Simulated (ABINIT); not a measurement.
V:

```
V
1.0
    -1.51435    1.51435    1.51435
     1.51435   -1.51435    1.51435
     1.51435    1.51435   -1.51435
V
1
Direct
  0.00000 0.00000 0.00000
```

Program: ABINIT 10.8.3 (patched build). Alike in all runs: spin collinear, ferromagnetic start; cell as given; smearing fermi-dirac 0.05 eV. Hardware: 1 thread of Arm Neoverse V2 (shared host).

Order these runs on this cell by their wall time, lowest first.
A. task single point; level LDA; potentials or basis JTH PAW LDA v2.0; k mesh 10 × 10 × 10; cutoff (eV) 408; fine-grid cutoff 816.342 eV; mesh quality not flagged
B. task single point; level r2SCAN; potentials or basis JTH PAW PBE v2.0; k mesh 10 × 10 × 10; cutoff (eV) 490; fine-grid cutoff 979.61 eV; mesh quality not flagged
C. task single point; level LDA; potentials or basis JTH PAW LDA v2.0; k mesh 5 × 5 × 5; cutoff (eV) 408; fine-grid cutoff 816.342 eV; mesh quality coarse
D. task band structure; level RPBE; potentials or basis JTH PAW PBE v2.0; k mesh 12 × 12 × 12; cutoff (eV) 408; fine-grid cutoff 816.342 eV; mesh quality not flagged

C (2.4 s), A (6.3 s), D (15 s), B (93 s).

Caveats: some runs use coarse meshes.

Runs at the PBE level aren't shown here.
